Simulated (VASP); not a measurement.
Wanted: the native input for a VASP 6.6.1 run.

```yaml
Task: relaxation of cell and atoms
Functional: PBE
Potentials_or_basis: VASP PAW PBE potentials, release 64 (Os)
Cutoff: 600 eV
k_mesh: 20 × 20 × 20
Occupations: gaussian, width 0.1 eV
Spin: no spin polarisation
Further_INCAR_settings: ALGO = Fast; EDIFF = 1e-07; IBRION = 2; EDIFFG = -0.005; NSW = 90; ISIF = 3
```

The structure of Os lies in POSCAR:

```
Os
1.0
   -1.5182944900      1.5182944900      1.5182944900
    1.5182944900     -1.5182944900      1.5182944900
    1.5182944900      1.5182944900     -1.5182944900
Os
1
Direct
    0.0000000000      0.0000000000      0.0000000000
```

This isn't the form of Os at room conditions, which is hcp.

One way to write it, as run:

INCAR

```
SYSTEM = Os
ALGO = Fast
EDIFF = 1E-7
EDIFFG = -0.005
ENCUT = 600
GGA = PE
IBRION = 2
ISIF = 3
ISMEAR = 0
LASPH = .True.
LCHARG = .False.
LREAL = .False.
LWAVE = .False.
NELM = 100
NSW = 90
PREC = Accurate
SIGMA = 0.1
```

KPOINTS

```
k-points
0
Gamma
  20 20 20
  0 0 0
```

Potentials or basis: VASP PAW PBE potentials, release 64 (Os).

Command:

```console
$ cat potpaw_PBE.64/Os/POTCAR > POTCAR
$ mpirun -np 1 vasp_std > vasp.out
```

It gave:

The relaxed volume is 14.78 Å³/atom, the relaxed cell is a = 2.678 Å, b = 2.678 Å, c = 2.678 Å, α = 109.47°, β = 109.47°, γ = 109.47° and the space group after relaxing (to 0.05 Å) is Im-3m (No. 229). The energy gained by relaxing is 51.3 meV/atom and the ionic steps are 16. The pressure after relaxing is 0.0 GPa and the band gap on the k mesh is none (metal or under the smearing width).

Run time: 78 s on 1 thread of Intel(R) Xeon(R) 6975P-C (Granite Rapids) (shared host), peak memory 0.19 GiB.
